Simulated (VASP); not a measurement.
## BeTe: relaxation of cell and atoms with PBE+rVV10

The system is BeTe.

```
CELL_PARAMETERS angstrom
0.00000 2.77000 2.77000
2.77000 0.00000 2.77000
2.77000 2.77000 0.00000
ATOMIC_POSITIONS crystal
Te 0.75000 0.75000 0.75000
Be 0.00000 0.00000 0.00000
```

```
Program                : VASP 6.6.1
Task                   : relaxation of cell and atoms
Functional             : PBE
Dispersion             : rVV10
Potentials or basis    : VASP PAW PBE potentials, release 64 (Te, Be)
Cutoff                 : 600 eV
k mesh                 : 8 × 8 × 8
Occupations            : fermi-dirac, width 0.05 eV
Spin                   : no spin polarisation
Further INCAR settings : ALGO = Normal; EDIFF = 1e-06; IBRION = 2; EDIFFG = -0.01; NSW = 60; ISIF = 3
```

```
Relaxed volume                         : 22.50 Å³/atom
Relaxed cell                           : a = 3.993 Å, b = 3.993 Å, c = 3.993 Å, α = 60.00°, β = 60.00°, γ = 60.00°
Space group after relaxing (to 0.05 Å) : F-43m (No. 216)
Energy gained by relaxing              : 14.0 meV/atom
Ionic steps                            : 3
Pressure after relaxing                : 0.0 GPa
Band gap on the k mesh                 : 1.91 eV, indirect (least direct gap 3.60 eV)
```

Step by step:
```csv
step,energy change (eV),largest force (eV/Å),pressure (GPa),volume (Å³)
1,0.0000,0.0000,3.77,42.51
2,-0.0264,0.0000,-0.80,45.66
3,-0.0280,0.0000,0.01,45.01
```

Final structure:
```
CELL_PARAMETERS angstrom
0.00000 2.82326 2.82326
2.82326 0.00000 2.82326
2.82326 2.82326 0.00000
ATOMIC_POSITIONS crystal
Te 0.75000 0.75000 0.75000
Be 0.00000 0.00000 0.00000
```

Levels at points of the mesh, in eV from the valence-band top:
| k point | band 2 | band 3 | band 4 | band 5 | band 6 | band 7 |
| --- | --- | --- | --- | --- | --- | --- |
| (0.00, 0.00, 0.00) | 0.00 | 0.00 | 0.00 | 3.60 | 3.60 | 3.60 |
| (0.50, 0.00, 0.00) | -5.52 | -1.12 | -1.12 | 3.02 | 4.57 | 4.57 |
| (0.50, 0.50, 0.00) | -5.09 | -2.63 | -2.63 | 1.91 | 2.63 | 9.65 |

It took 64 s on 1 thread of AMD EPYC 9R45 (Zen 5), on a shared host, peak memory 0.28 GiB.

Caveat: spin-orbit coupling is left out, which moves the levels of the heavy elements. PBE gaps usually lie below the measured ones, often by a third to a half.
